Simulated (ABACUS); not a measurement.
Crystal: BN.

```
N B
1.0
     0.00000    1.81300    1.81300
     1.81300    0.00000    1.81300
     1.81300    1.81300    0.00000
N B
1 1
Direct
  0.25000 0.25000 0.25000
  0.00000 0.00000 0.00000
```

The cell is a database's computed one.

Base run:

* Program: ABACUS 3.10.1
* Functional: PBEsol
* Potentials or basis: GBRV ultrasoft 1.5 PBEsol
* Cutoff: 544 eV
* Density cutoff: 4354 eV
* Basis: plane waves
* k mesh: 10 × 10 × 10
* Occupations: fermi-dirac, width 0.05 eV
* Spin: no spin polarisation

Its results: band gap on the k mesh 4.28 eV, indirect (least direct gap 8.73 eV); pressure -5.8 GPa.

The run is repeated on the same cell with these changes: functional from PBEsol to WC. What comes out?

Band gap on the k mesh 4.33 eV, indirect (least direct gap 8.75 eV); pressure -5.3 GPa.

Caveats: the potentials were made for another functional, which shifts forces and pressure (some runs).

A k mesh can miss the band edges.

Not every run made on this cell is shown here.
